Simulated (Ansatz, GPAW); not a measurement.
This is a calculation of Hf (Hafnium) for GPAW 26.7.0 (ASE script). 

Contents of run.py:

```python
from ase import Atoms
from ase.dft.bandgap import bandgap
from ase.io import write
from ase.units import GPa
from gpaw import GPAW, PW

atoms = Atoms(['Hf', 'Hf'],
              cell=[[3.1967, 0.0, 0.0],
                    [-1.59835, 2.7684234083, 0.0],
                    [0.0, 0.0, 5.0578]],
              scaled_positions=[[0.6666666667, 0.3333333333, 0.75],
                                [0.3333333333, 0.6666666667, 0.25]],
              pbc=True)

calc = GPAW(mode=PW(600),
            xc='PBE',
            kpts={'size': (10, 10, 5), 'gamma': True},
            occupations={'name': 'methfessel-paxton', 'order': 0, 'width': 0.017},
            nbands=24,
            convergence={'density': 1e-05, 'energy': 1e-05},
            maxiter=150,
            txt='gpaw.txt')
atoms.calc = calc
energy = atoms.get_potential_energy()
forces = atoms.get_forces()
stress = atoms.get_stress()
calc.write('gs.gpw')
write('result.traj', atoms)
print(f'Energy: {energy:.6f} eV')
print('Forces (eV/A):')
print(forces.round(4))
print('Stress (GPa):', (stress / GPa).round(3))
print('Fermi level:', round(calc.get_fermi_level(), 4), 'eV')
print(f'Gap: {bandgap(calc)[0]:.4f} eV, direct: {bandgap(calc, direct=True)[0]:.4f} eV')
```

Potentials or basis: GPAW PAW data sets (gpaw-data 1.2.1), pw.

Launch:

```bash
$ OMP_NUM_THREADS=1 python run.py
```

Task: What does the same run look like in Ansatz 0.2.0? Potentials or basis there: Ansatz PAW, cutoff 420 eV.

Result: As run (cutoffs and basis follow the program's own potentials, and thresholds, step limits or extra output files can differ):

Contents of input.yaml:

```yaml
crystal:
  lattice:
    - [3.1967, 0.0, 0.0]
    - [-1.59835, 2.7684234083, 0.0]
    - [0.0, 0.0, 5.0578]
  atoms:
    - { symbol: Hf, position: [0.6666666667, 0.3333333333, 0.75] }
    - { symbol: Hf, position: [0.3333333333, 0.6666666667, 0.25] }
hamiltonian:
  xc: pbe
  pseudopotentials: { kind: paw }
kpoints:
  mp_grid: { grid: [10, 10, 5] }
scf:
  occupations: { method: gaussian, width: 0.017 }
output:
  forces: true
  stress: true
  eigenvalues: true
```

Potentials or basis: Ansatz PAW.

Launch:

```console
$ ansatz run input.yaml --threads 2 --pin off --max-ram 5632MiB --backend cpu --events-out ev --progress --plain --runs-dir out
```

Both were run:

|  | GPAW | Ansatz |
| --- | --- | --- |
| Pressure | 0.9 GPa | 0.6 GPa |

Ansatz's pressure holds a Pulay term of +0.05 GPa for its cutoff of 420 eV, which the other run lacks.

The potentials hold 24 and 52 valence electrons a cell.

Where Ansatz's input types no cutoff or centring, it takes its own default and a Γ-centred mesh.

Pressure is positive in compression.
